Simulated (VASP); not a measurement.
## Y and the effect of the functional

The structure is hexagonal, space group P6_3/mmc (No. 194). The conventional cell has a = 3.647 Å, b = 3.647 Å, c = 5.731 Å, α = 90.00°, β = 90.00°, γ = 120.00°. Y (site symmetry -6m2) is surrounded by 12 Y at 3.56 to 3.65 Å.

Kept alike: task band structure; k mesh 8 × 8 × 5; occupations fermi-dirac, width 0.05 eV; no spin polarisation. Program: VASP, PAW files Y_sv, 520 eV. The mesh is that of the run's cell of 2 atoms. No spin-orbit coupling.

| functional | pressure (GPa) |
| --- | --- |
| AM05 | -1.67 |
| BLYP | 0.81 |
| LDA | -3.87 |
| PBE | -0.24 |
| PBEsol | -2.14 |
| PW91 | -0.54 |
| RPBE | 1.29 |
| SCAN | 0.36 |
| TPSS | -0.76 |
| r2SCAN | 0.75 |
| revPBE | 0.88 |

Pressure is positive in compression; the values hold the error of the finite cutoff, so their zero can differ a little from the energy's minimum. For a metal such a mesh leaves the last digits unconverged. Runs of this series that gave no sound value for these columns are left out. Potentials were made for PBE (AM05, BLYP, PBE, PBEsol, PW91, RPBE, SCAN, TPSS, r2SCAN, revPBE); LDA (LDA).

Problem. What does the functional change here?

Solution. The pressure runs from -3.87 (LDA) to 1.29 GPa (RPBE). From PBE: AM05 -1.43; BLYP +1.05; LDA -3.63; PBEsol -1.90; PW91 -0.30; RPBE +1.53; SCAN +0.60; TPSS -0.52; r2SCAN +0.99; revPBE +1.12. A positive pressure means that the functional's own cell is larger than the one given, a negative one that it is smaller.
